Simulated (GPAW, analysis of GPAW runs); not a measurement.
# Mn2+ on a Ca site in CaO: hyperfine coupling against experiment (GPAW)

How near does this set-up come to the measured hyperfine coupling? Subject: Mn2+ on a Ca site in CaO. Set-up: PBE, plane waves 500 eV, 32-site cell, PBE lattice, k: the zone centre alone then 2x2x2 shifted, smearing 1.0 eV. The model is a cell of 32 host atoms with 1 Ca taken out and 1 Mn put in. The isotropic coupling follows from the spin density at the nucleus, the nuclear g-factor and the total spin.

What was measured. 55Mn, isotropic, printed as −80.8 10^-4 cm^-1: -242.2 MHz at 300 K, by EPR (room temperature) (quoted in “Parallel-mode EPR spectra of the hexaaqua manganese(II) Ion in tetrahedral symmetry”, 2024, Margrete Juel Henrichsen, Jesper Bendix, Høgni Weihe, quoting earlier work (1979)). The runs below try to reproduce this.

Program: GPAW 26.7.0. Level of theory: GPAW plane-wave PAW DFT, PBE; relaxation of all atoms of a defect supercell. Results are calculated unless marked as measured.

### Step 1. The starting structure

The cell holds 32 atoms: 15 Ca, 1 Mn and 16 O. Its edges and angles: a = 8.342 Å, b = 8.342 Å, c = 8.342 Å, α = 109.5°, β = 109.5°, γ = 109.5°. It derives from CaO (space group Fm-3m). Nearest the centre at fractional (0.250, 0.500, 0.250): Mn7 at 0.00 Å, O18 at 2.41 Å, O22 at 2.41 Å, O19 at 2.41 Å, O28 at 2.41 Å, O27 at 2.41 Å, O24 at 2.41 Å, Ca1 at 3.41 Å.

The host's primitive cell comes from a first run (GPAW plane-wave PAW DFT, PBE; relaxation of cell and atoms of a defect-free cell): vectors of 3.406, 3.406 and 3.406 Å. That is 13.97 Å³ an atom. The supercell is built on it.

### Step 2. Relaxation, charge 0

Every later number rests on the structure around the defect, so the atoms are relaxed at the host's lattice first.

Contents of run.py:

```python
import numpy as np
from ase.io import read, write
from ase.parallel import parprint, world
from gpaw import GPAW, PW
from ase.optimize import BFGS

atoms = read('POSCAR')
magmoms = np.zeros(len(atoms))
magmoms[[6]] = 5 / 1
atoms.set_initial_magnetic_moments(magmoms)
calc = GPAW(mode=PW(500),
            xc='PBE',
            kpts={'size': (1, 1, 1), 'gamma': True},
            occupations={'name': 'fermi-dirac', 'width': 1.0, 'fixmagmom': True},
            nbands=141,
            convergence={'density': 1e-05, 'forces': 0.001},
            maxiter=150,
            symmetry='off',
            txt='gpaw.txt')
atoms.calc = calc
opt = BFGS(atoms, trajectory='relax.traj', logfile='-')
done = opt.run(fmax=0.02, steps=80)
parprint('Converged:', done)
energy = atoms.get_potential_energy()
forces = atoms.get_forces()
parprint(f'Energy: {energy:.6f} eV, largest force {np.linalg.norm(forces, axis=1).max():.4f} eV/A')
calc.write('gs.gpw')
write('final.xyz', atoms)
parprint('Moments:', atoms.get_magnetic_moments().round(3))
for s in range(calc.get_number_of_spins()):
    parprint('Levels (eV), spin', s, calc.get_eigenvalues(kpt=0, spin=s)[-16:].round(3))
```

Contents of POSCAR:

```
Ca Mn Ca O 
 1.0000000000000000
    -4.8162719397359943    4.8162719397359997    4.8162719397359908
     4.8162719397359890   -4.8162719397360014    4.8162719397359908
     4.8162719397359979    4.8162719397360014   -4.8162719397359908
 Ca  Mn  Ca  O  
   6   1   9  16
Direct
  0.0000000000000000  0.0000000000000000  0.0000000000000000
  0.0000000000000001  0.2500000000000001  0.7500000000000000
  0.0000000000000000  0.5000000000000000  0.5000000000000000
  0.0000000000000000  0.7500000000000000  0.2499999999999999
  0.2500000000000001  0.0000000000000000  0.7500000000000000
  0.2500000000000000  0.2500000000000000  0.5000000000000000
  0.2500000000000000  0.5000000000000000  0.2500000000000000
  0.2500000000000000  0.7500000000000000  0.0000000000000000
  0.5000000000000000  0.0000000000000000  0.5000000000000000
  0.5000000000000000  0.2500000000000000  0.2500000000000000
  0.5000000000000000  0.5000000000000000 -0.0000000000000000
  0.5000000000000001  0.7500000000000001  0.7500000000000000
  0.7499999999999999  0.0000000000000000  0.2499999999999999
  0.7500000000000000  0.2500000000000000  0.0000000000000000
  0.7500000000000000  0.5000000000000001  0.7500000000000000
  0.7500000000000001  0.7500000000000001  0.5000000000000000
  0.0000000000274076  0.0000000000274080  0.5000000000274074
  0.0000000000274076  0.2500000000274080  0.2500000000274075
  0.0000000000274076  0.5000000000274080  0.0000000000274075
  0.0000000000274077  0.7500000000274081  0.7500000000274074
  0.2500000000274076  0.0000000000274080  0.2500000000274075
  0.2500000000274076  0.2500000000274080  0.0000000000274075
  0.2500000000274077  0.5000000000274080  0.7500000000274074
  0.2500000000274076  0.7500000000274080  0.5000000000274074
  0.5000000000274075  0.0000000000274080  0.0000000000274075
  0.5000000000274077  0.2500000000274080  0.7500000000274074
  0.5000000000274075  0.5000000000274080  0.5000000000274074
  0.5000000000274075  0.7500000000274080  0.2500000000274075
  0.7500000000274076  0.0000000000274081  0.7500000000274074
  0.7500000000274075  0.2500000000274080  0.5000000000274074
  0.7500000000274075  0.5000000000274080  0.2500000000274075
  0.7500000000274076  0.7500000000274081  0.0000000000274075
```

Launch:

```
> OMP_NUM_THREADS=1 mpirun -n 4 gpaw python run.py > stdout
```

The log of the run:

```text
__  _  _
 | _ |_)|_||  |
 |__||  | ||/\| - 26.7.0

Input parameters:
  mode=PW(ecut=500.0),
  convergence={'density': 1e-05, 'forces': 0.001},
  kpts=MonkhorstPack(size=(1, 1, 1), gamma=True),
  maxiter=150,
  nbands=141,
  occupations=Occupations(name='fermi-dirac', width=1.0, fixmagmom=True),
  symmetry=Symmetry(point_group=False, time_reversal=False),
  xc=XC(name='PBE')

Diagonalizing LCAO Hamiltonian
Converting LCAO to pw mode

              O
          Ca    O    Ca

           Ca Ca O  O  Ca
          O        Ca O
                CaO        Ca
              O  Ca Mn O  O
                   O     Ca
                O    Ca    O
              Ca    O  Ca Ca    O

                      O    Ca

Atoms  # Å, Bohr magnetons
|    | symbol |         x |         y |         z |    initial magnetic moments |
|----|--------|-----------|-----------|-----------|-----------------------------|
|  0 |     Ca |  0.000000 |  0.000000 |  0.000000 | ( 0.0000,  0.0000,  0.0000) |
|  1 |     Ca |  4.816272 |  2.408136 | -2.408136 | ( 0.0000,  0.0000,  0.0000) |
|  2 |     Ca |  4.816272 |  0.000000 |  0.000000 | ( 0.0000,  0.0000,  0.0000) |
[...]
|  6 |     Mn |  2.408136 | -0.000000 |  2.408136 | ( 0.0000,  0.0000,  5.0000) |
[...]
| 14 |     Ca |  2.408136 |  4.816272 |  2.408136 | ( 0.0000,  0.0000,  0.0000) |
| 15 |     Ca |  2.408136 |  2.408136 |  4.816272 | ( 0.0000,  0.0000,  0.0000) |
| 16 |      O |  2.408136 |  2.408136 | -2.408136 | ( 0.0000,  0.0000,  0.0000) |
| 17 |      O |  2.408136 |  0.000000 |  0.000000 | ( 0.0000,  0.0000,  0.0000) |
| 18 |      O |  2.408136 | -2.408136 |  2.408136 | ( 0.0000,  0.0000,  0.0000) |
[...]
| 30 |      O |  0.000000 |  2.408136 |  4.816272 | ( 0.0000,  0.0000,  0.0000) |
| 31 |      O |  0.000000 |  0.000000 |  7.224408 | ( 0.0000,  0.0000,  0.0000) |

Unit cell  # Å
| periodic |         x |         y |         z |  lengths |     angles |
|----------|-----------|-----------|-----------|----------|------------|
|      yes | -4.816272 |  4.816272 |  4.816272 | 8.342028 | 109.471221 |
|      yes |  4.816272 | -4.816272 |  4.816272 | 8.342028 | 109.471221 |
|      yes |  4.816272 |  4.816272 | -4.816272 | 8.342028 | 109.471221 |

Number of symmetries: 1
Symmetry operations  # r_c * U_cc + t_c -> r_c
|   | kind |            matrix            |
|---|------|------------------------------|
| 0 |  E   |  1, 0, 0,  0, 1, 0,  0, 0, 1 |

BZ-sampling:
  Number of BZ points: 1
  Number of IBZ points: 1

  Monkhorst-Pack size: [1, 1, 1]
  Monkhorst-Pack shift: [0, 0, 0]

K-points  # in reciprocal-cell coordinates
|   |                                coordinates |     weight |
|---|--------------------------------------------|------------|
| 0 | (  0.00000000,   0.00000000,   0.00000000) | 1.00000000 |

Plane wave coefficients: 5697
Cutoff: 500.0 eV

Spin-components: 2 (collinear spins)
[...]
Mn:
    name:    Manganese
    Z:       25.0
    valence: 15
    core:    10
    charge:  0.0  # [|e|]
    compensation charges:
      type: gauss
      rc: 0.38  # [Å]
      lmax: 2
    cutoffs:
      filter: 2.14  # [Å]
      core: 0.86  # [Å]
    projectors
    | kind |    occ | energy [eV] | rcut [Å] |
    |------|--------|-------------|----------|
    |   3s |  2.000 |     -85.859 |    1.275 |
    |   4s |  2.000 |      -5.106 |    1.275 |
    |   3p |  6.000 |     -54.597 |    1.281 |
    |   4p |  0.000 |      -1.371 |    1.281 |
    |   3d |  5.000 |      -6.771 |    1.138 |
    |    d |        |      20.441 |    1.138 |

    Using partial waves for Mn as LCAO basis

  O:
    name:    Oxygen
    Z:       8.0
    valence: 6
    core:    2
    charge:  0.0  # [|e|]
    compensation charges:
      type: gauss
      rc: 0.21  # [Å]
      lmax: 2
    cutoffs:
      filter: 1.17  # [Å]
      core: 0.83  # [Å]
    projectors
    | kind |    occ | energy [eV] | rcut [Å] |
    |------|--------|-------------|----------|
    |   2s |  2.000 |     -23.961 |    0.688 |
    |   2p |  4.000 |      -9.029 |    0.598 |
    |    s |        |       3.251 |    0.688 |
    |    p |        |      18.182 |    0.598 |
    |    d |        |       0.000 |    0.619 |

    Using partial waves for O as LCAO basis

Reference energy: -341830.763373  # eV

eigensolver:
  PPCG
  Converge bands: occupied
  niter=2

density mixing:
  MSR1-Mixer
  Pratt-step length: 0.05
  Maximum mixing coefficient: 0.75
  Old densities: 10
  SVD Regularization: 0.005
  Good broyden scale: 1.0
  Trust region scale: 1.0
  Backstep threshold: 4.0
  History deletion threshold: 6.0
  Fourier metric: weight=20.0, sigma=0.015

occupation numbers:
  Fixed magnetic moment: 5.000
  Fermi-Dirac:
    width: 1.0000  # eV

poisson solver:
  ecut: 4000.0  # eV

xc functional:
  name: PBE with 2 nearest neighbor stencil

Initialization done in: 6.007 s

convergence criteria:
- Maximum integral of absolute [dens]ity change: 1e-05 electrons / valence electron
- Maximum change in the atomic [forces] across last 2 cycles: 0.001 eV/Ang OR
Maximum error relative to the maximum force is below inf
- Maximum [total energy] change in last 3 cyles: 0.0005 eV / valence electron
- Maximum integral of absolute [eigenst]ate change: 4e-08 eV^2 / valence electron
maximum number of iterations: 150

SCF iterations
|iter     | |      energy | eigst |  dens |force |  magmom |
|---------|-|-------------|-------|-------|------|---------|
|iter:   1| | -221.515569 | +0.49 |       |      |  +5.0188|
|iter:   2| | -216.038945 | -0.66 | -0.95 |      |  +5.0178|
|iter:   3| | -203.798899 | -0.04 | -1.01 |      |  +5.0106|
|iter:   4| | -202.877470 | -0.75 | -1.36 |      |  +5.0079|
[...]
|iter:   9| | -203.067035 | -1.92 | -2.75 |      |  +5.0000|
|iter:  10| | -203.022903 | -1.94 | -2.56 |      |  +5.0000|
[... 130 further cycles ...]
|iter: 141| | -202.617125c| -4.79 | -5.18c|      |  +5.0000|
|iter: 142| | -202.616967c| -4.84 | -5.25c|      |  +5.0000|
|iter: 143| | -202.616829c| -4.82 | -5.18c|      |  +5.0000|
|iter: 144| | -202.616577c| -4.91 | -5.27c|      |  +5.0000|
|iter: 145| | -202.616396c| -4.88 | -5.05c|      |  +5.0000|
|iter: 146| | -202.615968c| -4.86 | -4.93 |      |  +5.0000|
|iter: 147| | -202.615878c| -4.78 | -4.61 |      |  +5.0000|
|iter: 148| | -202.615540c| -4.88 | -4.64 |      |  +5.0000|
|iter: 149| | -202.615390c| -4.72 | -4.45 |      |  +5.0000|
|iter: 150| | -202.615007c| -4.82 | -4.35 |      |  +5.0000|
```

Run time: 5.7 min. Hardware: 4 MPI ranks of Arm Neoverse V1, shared host; peak memory 1.3 GiB.

No converged result was reached; the numbers in the log don't describe the system.

### Step 3. Outcome

The hyperfine coupling was not obtained, because the step “relaxation, charge 0” did not converge.

[Logs are printed without paths, hosts, clocks, repeated set-up lines and the standing remarks that a program may print on its own settings, such as how far it seeks lower states.]

[Hosts, paths, dates, database ids (printed as entryN), source tags and the programs' standing remarks are cut or masked in the printed files.]

[For some hosts the program warned that the k-mesh of the response run may be too coarse for force constants and the static dielectric constant; such warnings are not shown here.]
